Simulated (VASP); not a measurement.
# HfN (P6_3/mmc) in VASP: further runs

The runs below take HfN through single point, with PBE.

Everything below comes from runs of VASP 6.6.1. Logs are shortened: lines on timing, memory, paths and dates and some standing lists are left out, and cuts for length are marked.

### Step 1. Starting point

The structure is hexagonal, space group P6_3/mmc (No. 194). Conventional cell: a = 3.134 Å, b = 3.134 Å, c = 5.417 Å, α = 90.00°, β = 90.00°, γ = 120.00°. Hf (site symmetry -6m2) is surrounded by 6 N at 2.26 Å. Around N (site symmetry -3m) lie 6 Hf at 2.26 Å.

The cell comes from a database or a generator and needn't be the stable form of this composition.

### Step 2. Single point, PBE

File INCAR:

```
  ADDGRID = F
  ALGO = Normal
  EDIFF = 0.01
  ENCUT = 460
  GGA = PE
  ISIF = 2
  ISMEAR = 0
  LASPH = T
  LCHARG = F
  LREAL = F
  LWAVE = F
  NELM = 100
  PREC = Accurate
  SIGMA = 0.05
```

File KPOINTS:

```
k-points
0
Gamma
  5 5 3
```

File POSCAR:

```
HfN
1.0
    3.1339080219      0.0000000000      0.0000000000
   -1.5669540110      2.7140439601      0.0000000000
    0.0000000000      0.0000000000      5.4167677200
Hf N
2 2
Direct
    0.3333333333      0.6666666667      0.2500000000
    0.6666666667      0.3333333333      0.7500000000
    0.0000000000      0.0000000000      0.5000000000
    0.0000000000      0.0000000000      0.0000000000
```

Potentials or basis: VASP PAW PBE potentials, release 64 (Hf_pv, N).

The run is started by

```sh
$ cat potpaw_PBE.64/Hf_pv/POTCAR potpaw_PBE.64/N/POTCAR > POTCAR
$ mpirun -np 1 vasp_std > vasp.out
```

OUTCAR:

```text
EDIFF = 0.01
   ENCUT = 460
   GGA = PE
   ISIF = 2
   ISMEAR = 0
   LASPH = T
   LREAL = F
   NELM = 100
   PREC = Accurate

 Found     10 irreducible k-points:

 Following reciprocal coordinates:
            Coordinates               Weight
  0.000000  0.000000  0.000000      1.000000
  0.200000 -0.000000  0.000000      6.000000
  0.400000  0.000000  0.000000      6.000000
  0.200000  0.200000  0.000000      6.000000
  0.400000  0.200000  0.000000      6.000000
  0.000000  0.000000  0.333333      2.000000
   k-points           NKPTS =     10   k-points in BZ     NKDIM =     10   number of bands    NBANDS=     19
   number of dos      NEDOS =    301   number of ions     NIONS =      4
   total plane-waves  NPLWV =  23040
   dimension x,y,z NGX =    24 NGY =   24 NGZ =   40
   dimension x,y,z NGXF=    48 NGYF=   48 NGZF=   80
   ions per type =               2   2
   NGX,Y,Z   is equivalent  to a cutoff of  12.73, 12.73, 12.28 a.u.
   NGXF,Y,Z  is equivalent  to a cutoff of  25.46, 25.46, 24.55 a.u.
 SYSTEM =  unknown system
   PREC   = accura    normal or accurate (medium, high low for compatibility)
   ISTART =      0    job   : 0-new  1-cont  2-samecut
   ICHARG =      2    charge: 1-file 2-atom 10-const
   ISPIN  =      1    spin polarized calculation?
   LNONCOLLINEAR =      F non collinear calculations
   LSORBIT =      F    spin-orbit coupling
   LASPH  =      T    aspherical Exc in radial PAW
   ENCUT  =  460.0 eV  33.81 Ry    5.81 a.u.   5.48  5.48  9.47*2*pi/ulx,y,z
   NELM   =    100;   NELMIN=  2; NELMDL= -5     # of ELM steps
   EDIFF  = 0.1E-01   stopping-criterion for ELM
   LREAL  =      F    real-space projection
   EDIFFG = 0.1E+00   stopping-criterion for IOM
   NSW    =      0    number of steps for IOM
   IBRION =     -1    ionic relax: 0-MD 1-quasi-New 2-CG
   NFREE  =      0    steps in history (QN), initial steepest desc. (CG)
   ISIF   =      2    stress and relaxation
   ISYM   =      2    0-nonsym 1-usesym 2-fastsym
   POTIM  = 0.5000    time-step for ionic-motion
   TEBEG  =    0.0;   TEEND  =   0.0 temperature during run
   PSTRESS=    0.0 pullay stress
   NELECT =      30.0000    total number of electrons
   NUPDOWN=      -1.0000    fix difference up-down
   EMIN   =  10.00;   EMAX   =-10.00  energy-range for DOS
   EFERMI =   0.00;   METHOD = LEGACY
   ISMEAR =     0;   SIGMA  =   0.05  broadening in eV -4-tet -1-fermi 0-gaus
   EFERMI_NEDOS =   21; number of points for ismear=-14 and -15
   IALGO  =     38    algorithm
   IMIX   =      4    mixing-type and parameters
     AMIX     =   0.40;   BMIX     =  1.00
     AMIX_MAG =   1.60;   BMIX_MAG =  1.00
  volume/ion in A,a.u.               =      11.52        77.73
  Fermi-wavevector in a.u.,A,eV,Ry     =   1.418951  2.681429 27.394278  2.013423
  Thomas-Fermi vector in A             =   2.540023
   LORBIT       =      0    0 simple, 1 ext, 2 COOP (PROOUT), +10 PAW based schemes
   GGA     = PE    functional components
   LHFCALC =     F    Hartree Fock is set to
   AEXX    =    0.0000 exact exchange contribution
   IVDW    =     0    specifies the selected vdW correction
   LEPSILON=     F    determine dielectric tensor
   LRPA    =     F    only Hartree local field effects (RPA)
 non-spin polarized calculation
 Gauss-broadening in eV      SIGMA  =   0.05
  energy-cutoff  :      460.00
  volume of cell :       46.07
 maximum number of plane-waves:      1057
 NGX is ok and might be reduce to    24
   NGX = 11   NGY = 11   NGZ = 19

 number of electron      30.0000001 magnetization

 Free energy of the ion-electron system (eV)
  ---------------------------------------------------
  ext. energy  EPLUGINS =         0.00000000
  ---------------------------------------------------
  free energy    TOTEN  =       -43.45465421 eV

  energy without entropy =      -43.45138948  energy(sigma->0) =      -43.45302185

 E-fermi :   8.3609     XC(G=0): -12.7440

 val. band max:        7.4243792050   @ k =   0.4000   0.2000   0.3333
 cond. band min:       8.4010843347   @ k =   0.4000   0.0000   0.3333
 fundamental gap:      0.9767051297
 Fermi energy:         8.3608991147

 k-point     1 :       0.0000    0.0000    0.0000
  band No.  band energies     occupation
      1     -23.8221      2.00000
      2     -22.9686      2.00000
      3     -22.8653      2.00000
      4     -22.8653      2.00000
      5     -22.8049      2.00000
      6     -22.8049      2.00000
      7      -9.1607      2.00000
      8      -6.2285      2.00000
      9      -0.6528      2.00000
     10       3.2311      2.00000
     11       3.2311      2.00000
     12       4.3783      2.00000
     13       4.3783      2.00000
     14       6.2441      2.00000
     15       7.3294      2.00000
     16       8.6601      0.00000
     17       8.6602      0.00000
     18       8.9859      0.00000
     19       9.7950      0.00000

 k-point     2 :       0.2000   -0.0000    0.0000
  band No.  band energies     occupation
      1     -23.6892      2.00000
      2     -23.1774      2.00000
      3     -23.0830      2.00000
      4     -22.9846      2.00000
      5     -22.9537      2.00000
      6     -22.8410      2.00000
      7      -8.4734      2.00000
      8      -6.5476      2.00000
      9       0.2105      2.00000
     10       1.8257      2.00000
     11       3.4643      2.00000
     12       3.5500      2.00000
     13       3.7415      2.00000
     14       5.7143      2.00000
     15       6.3307      2.00000
     16       8.4135      0.13667
     17       9.8549      0.00000
     18      11.0384      0.00000
     19      11.0856      0.00000

 k-point     3 :       0.4000    0.0000    0.0000
  band No.  band energies     occupation
      1     -23.6645      2.00000
      2     -23.4834      2.00000
      3     -23.4162      2.00000
      4     -23.0784      2.00000
      5     -23.0637      2.00000
      6     -22.9140      2.00000
      7      -7.3503      2.00000
      8      -7.0584      2.00000
      9      -0.0425      2.00000
     10       2.0225      2.00000
     11       2.2456      2.00000
     12       2.6210      2.00000
     13       4.5669      2.00000
     14       5.2466      2.00000
     15       5.5561      2.00000
     16      10.1388      0.00000
     17      10.9139      0.00000
     18      11.5647      0.00000
     19      12.4514      0.00000

 k-point     4 :       0.2000    0.2000    0.0000
  band No.  band energies     occupation
      1     -23.4823      2.00000
      2     -23.4819      2.00000
      3     -23.3850      2.00000
      4     -23.0802      2.00000
      5     -23.0349      2.00000
      6     -23.0045      2.00000
      7      -7.5630      2.00000
      8      -6.9540      2.00000
      9       0.9403      2.00000
     10       1.2469      2.00000
     11       2.4170      2.00000
     12       2.8429      2.00000
     13       3.8996      2.00000
     14       5.2605      2.00000
     15       5.9169      2.00000
     16       9.5255      0.00000
     17      10.4062      0.00000
     18      12.0870      0.00000
     19      12.2087      0.00000

 k-point     5 :       0.4000    0.2000    0.0000
  band No.  band energies     occupation
      1     -23.6611      2.00000
      2     -23.4601      2.00000
      3     -23.2871      2.00000
      4     -23.2563      2.00000
      5     -23.1311      2.00000
      6     -23.1134      2.00000
      7      -7.1983      2.00000
      8      -6.9952      2.00000
      9       0.6815      2.00000
     10       2.1031      2.00000
     11       2.1318      2.00000
     12       2.2045      2.00000
     13       3.2012      2.00000
     14       4.9483      2.00000
     15       6.5754      2.00000
     16       9.4002      0.00000
     17      11.8014      0.00000
     18      11.8884      0.00000
     19      12.4443      0.00000

 k-point     6 :       0.0000    0.0000    0.3333
  band No.  band energies     occupation
      1     -23.6229      2.00000
      2     -23.1973      2.00000
      3     -22.8502      2.00000
      4     -22.8502      2.00000
      5     -22.8200      2.00000
      6     -22.8200      2.00000
      7      -8.5537      2.00000
      8      -7.1496      2.00000
      9       0.6938      2.00000
     10       3.3685      2.00000
     11       3.3685      2.00000
     12       3.5244      2.00000
     13       3.8938      2.00000
     14       3.8938      2.00000
     15       9.0428      0.00000
     16       9.8590      0.00000
     17       9.8591      0.00000
     18      10.0559      0.00000
     19      10.1124      0.00000

 [... further k-points ...]

------------------------ aborting loop because EDIFF is reached ----------------------------------------

  FORCE on cell =-STRESS in cart. coord.  units (eV):
  Direction    XX          YY          ZZ          XY          YZ          ZX
  --------------------------------------------------------------------------------------
  -------------------------------------------------------------------------------------
  Total        1.0633329      1.0633329      0.9391864     -0.0000000      0.0000000      0.0000000
  in kB       36.9774119     36.9774119     32.6602135     -0.0000000      0.0000000      0.0000000
  external PRESSURE =      35.5383458 kB  Pullay stress =       0.0000000 kB

 VOLUME and BASIS-vectors are now :
 -----------------------------------------------------------------------------
  energy-cutoff  :      460.00
  volume of cell :       46.07
      direct lattice vectors                 reciprocal lattice vectors
     3.133908022  0.000000000  0.000000000     0.319090411  0.184226935  0.000000000
    -1.566954011  2.714043960  0.000000000     0.000000000  0.368453870  0.000000000
     0.000000000  0.000000000  5.416767720     0.000000000  0.000000000  0.184611940

 POSITION                                       TOTAL-FORCE (eV/Angst)
 -----------------------------------------------------------------------------------
     -0.00000      1.80936      1.35419        -0.000000      0.000000      0.000000
      1.56695      0.90468      4.06258         0.000000     -0.000000      0.000000
      0.00000      0.00000      2.70838         0.000000      0.000000      0.000000
      0.00000      0.00000      0.00000         0.000000      0.000000      0.000000
 -----------------------------------------------------------------------------------
    total drift:                                0.000000     -0.000000      0.000000

  FREE ENERGIE OF THE ION-ELECTRON SYSTEM (eV)
  ---------------------------------------------------
  free  energy   TOTEN  =       -43.4546542106 eV

  energy  without entropy=      -43.4513894837  energy(sigma->0) =      -43.45302185
```

It used 5.7 s of CPU time on 1 thread of Intel(R) Xeon(R) Platinum 8488C (Sapphire Rapids) (shared host), which was overloaded at the time.

These settings aren't checked as converged: the numbers below hold their error.

Results:

```
Free energy            : -43.4547 eV
Pressure               : 3.6 GPa
Band gap on the k mesh : none (metal or under the smearing width)
```

Caveat: the k mesh is coarse (spacing up to 0.46 Å⁻¹), so the values aren't converged; the cutoff is under 1.25 times the usual one of these potentials, so pressure, stress and relaxed cells hold a basis-set (Pulay) error.

(Part 1 of 2 ends here.)
